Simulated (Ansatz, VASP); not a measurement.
**SnO2 (Cassiterite) in VASP and in Ansatz**

```
CELL_PARAMETERS angstrom
4.76913 0.00000 0.00000
0.00000 4.76913 0.00000
0.00000 0.00000 3.21203
ATOMIC_POSITIONS crystal
Sn 0.00000 0.00000 0.00000
Sn 0.50000 0.50000 0.50000
O 0.30627 0.30627 0.00000
O 0.19373 0.80627 0.50000
O 0.69373 0.69373 0.00000
O 0.80627 0.19373 0.50000
```

Alike in both runs: functional PBEsol; k mesh 6 × 6 × 8; no spin polarisation.

Ansatz relaxed the structure, and its values are those at the end. VASP's run is a single point on that final structure, the one shown.

|  | VASP | Ansatz |
| --- | --- | --- |
| version | VASP 6.6.1 | Ansatz 0.2.0 |
| potentials or method | VASP PAW PBE potentials, release 64 (Sn_d, O) | scalar-relativistic, plane waves, PAW |
| plane-wave cutoff (eV) | 520 | 420 |
| occupations | gaussian, width 0.01 eV | fixed |
| valence electrons in the cell | 52 | 52 |

|  | VASP | Ansatz | Ansatz less VASP |
| --- | --- | --- | --- |
| gap on the k mesh at the Fermi level (eV) | 0.91 | 0.92 | +0.005 |
| least direct gap on the mesh (eV) | 0.91 | 0.92 | +0.005 |
| pressure (GPa) | 0.6 | 0.0 | -0.65 |
| rms of the force components (eV/Å) | 0.007 | 0.000 | -0.0068 |

Caveats: the PAW data sets were made with another functional, which shifts forces and pressure a little (VASP); spin-orbit coupling is left out, which moves the levels of the heavy elements.
